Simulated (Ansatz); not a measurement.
GaN:

```
CELL_PARAMETERS angstrom
3.18000 0.00000 0.00000
-1.59000 2.75396 0.00000
0.00000 0.00000 5.16600
ATOMIC_POSITIONS crystal
Ga 0.66667 0.33333 0.50000
Ga 0.33333 0.66667 0.00000
N 0.66667 0.33333 0.87500
N 0.33333 0.66667 0.37500
```

Program: Ansatz 0.2.0. Alike in all runs: task single point; no spin polarisation; cell as given; k mesh 10 × 10 × 5; smearing fermi-dirac 0.05 eV. Hardware: 1 thread of Intel(R) Xeon(R) Processor @ 2.30GHz, with other jobs on the host.

Problem. Order these runs on this cell by their wall time, lowest first.
A. level PBEsol; potentials or basis PseudoDojo standard (PBEsol files); cutoff (eV) 1143
B. level PBE; potentials or basis Ansatz PAW soft_1; cutoff (eV) 420
C. level PBEsol; potentials or basis JTH PAW; cutoff (eV) 3600

Solution. B (3.4 s), A (10 s), C (72 s).

Not every run made on this cell is shown here.
